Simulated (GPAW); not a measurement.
## Sc: relaxation of cell and atoms with PBE+D3(BJ)

Sc:

```
CELL_PARAMETERS angstrom
3.30900 0.00000 0.00000
-1.65450 2.86568 0.00000
0.00000 0.00000 5.27330
ATOMIC_POSITIONS crystal
Sc 0.66667 0.33333 0.75000
Sc 0.33333 0.66667 0.25000
```

```json
{
  "Program": "GPAW 26.7.0",
  "Task": "relaxation of cell and atoms",
  "Functional": "PBE",
  "Dispersion": "D3(BJ)",
  "Potentials or basis": "GPAW PAW data sets (gpaw-data 1.2.1)",
  "Cutoff": "600 eV",
  "Basis": "pw",
  "k mesh": "7 × 7 × 4",
  "Occupations": "fermi-dirac, width 0.05 eV",
  "Spin": "no spin polarisation",
  "Maxiter": "150",
  "Optimizer": "BFGS",
  "Fmax": "0.01 eV/Å",
  "Max steps": "100"
}
```

The relaxed volume is 23.39 Å³/atom, the relaxed cell is a = 3.267 Å, b = 3.267 Å, c = 5.061 Å, α = 90.00°, β = 90.00°, γ = 120.00° and the space group after relaxing (to 0.05 Å) is P6_3/mmc (No. 194). The energy gained by relaxing is 23.0 meV/atom, the ionic steps are 8 and the pressure after relaxing is 0.0 GPa. The band gap on the k mesh is none (metal or under the smearing width) and the dispersion energy per atom is -0.409 eV.

Step by step:
| step | energy change (eV) | largest force (eV/Å) | pressure (GPa) | volume (Å³) |
| --- | --- | --- | --- | --- |
| 1 | 0.0000 | 0.0000 | -3.45 | 50.00 |
| 2 | -0.0130 | 0.0001 | -2.91 | 49.43 |
| 3 | -0.0447 | 0.0001 | 0.42 | 46.45 |
| 4 | -0.0450 | 0.0002 | 0.15 | 46.67 |
| 5 | -0.0453 | 0.0002 | -0.01 | 46.79 |
| 6 | -0.0458 | 0.0000 | -0.13 | 46.88 |
| 7 | -0.0459 | 0.0002 | -0.07 | 46.83 |
| 8 | -0.0460 | 0.0003 | -0.01 | 46.78 |

Final structure:
```
Sc
1.0
     3.26678    0.00000    0.00000
    -1.63339    2.82911    0.00000
     0.00000    0.00000    5.06141
Sc
2
Direct
  0.66667 0.33333 0.75000
  0.33333 0.66667 0.25000
```

Levels at points of the mesh, in eV from the Fermi level:
| k point | band 8 | band 9 | band 10 | band 11 | band 12 | band 13 | band 14 | band 15 |
| --- | --- | --- | --- | --- | --- | --- | --- | --- |
| (0.00, 0.00, 0.00) | -27.63 | -5.21 | -1.68 | 0.77 | 1.67 | 1.67 | 1.99 | 2.16 |
| (0.00, 0.00, 0.50) | -27.72 | -3.60 | -3.60 | 1.05 | 1.05 | 1.57 | 1.57 | 1.57 |

Wall time 99 s on 1 thread of Arm Neoverse V1, with other jobs on the host, peak memory 0.26 GiB.

Caveat: later steps reuse the first step's grids; pairwise dispersion overbinds metals, which lowers pressure and volume.
